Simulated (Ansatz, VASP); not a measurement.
One calculation of SnTe, two programs

INCAR

```
PREC = Accurate
ENCUT = 520
EDIFF = 1E-6
ISMEAR = 0
SIGMA = 0.01
LREAL = False
LASPH = True
NELM = 100
ALGO = Normal
ISIF = 2
LWAVE = False
LCHARG = True
GGA = PS
LELF = True
LVHAR = True
NBANDS = 17
```

File KPOINTS:

```
regular mesh
0
Gamma
  3 3 3
```

POSCAR

```
SnTe
1.0
   -0.0123605325      3.5969349861      3.5862672656
    3.6447243706     -0.0265841598      3.6004908929
    3.6454656018      3.6118998447     -0.0273253911
Sn Te
1 1
Direct
    0.9957800000      0.0009800000      0.0052100000
    0.7561500000      0.7474000000      0.7507500000
```

Input for Ansatz:

```yaml
crystal:
  lattice:
    - [-0.012360532483788711, 3.5969349860604467, 3.586267265561877]
    - [3.6447243705662453, -0.026584159815214944, 3.600490892893303]
    - [3.6454656018497142, 3.6118998446753414, -0.02732539109868363]
  atoms:
    - { symbol: Sn, position: [0.99578, 0.00098, 0.00521] }
    - { symbol: Te, position: [0.75615, 0.7474, 0.75075] }
basis:
  ecutwfc: 540.0
  xc_grid: 2
kpoints:
  mp_grid:
    grid: [3, 3, 3]
hamiltonian:
  xc: pbesol
scf:
  convergence:
    dr2_threshold: 1.0e-09
  occupations:
    method: fixed
output:
  forces: true
  stress: true
```

The cell comes from a database or a generator and needn't be the stable form of this composition.

Alike in both runs: task single point; functional PBEsol; k mesh 3 × 3 × 3; no spin polarisation.

|  | VASP | Ansatz |
| --- | --- | --- |
| version | VASP 6.6.1 | Ansatz 0.2.0 |
| potentials or method | VASP PAW PBE potentials, release 64 (Sn_d, Te) | plane waves, PAW |
| plane-wave cutoff (eV) | 520 | 540 |
| occupations | gaussian, width 0.01 eV | fixed |
| valence electrons in the cell | 20 | 30 |

```csv
,VASP,Ansatz,Ansatz less VASP
pressure (GPa),-2.4,-2.4,+0.03
largest component of the traceless stress (GPa),0.10,0.10,-0.003
rms of the force components (eV/Å),0.046,0.046,-0.0003
```

Atom by atom the forces differ by 0.001 eV/Å (rms over components). The two sets of potentials don't hold the same shells in valence. Ansatz warned: «stress_scf_threshold_loose».

Caveats: the k mesh is coarse (spacing up to 0.50 Å⁻¹), so the values aren't converged; the PAW data sets were made with another functional, which shifts forces and pressure a little (VASP). A k mesh can miss the band edges.
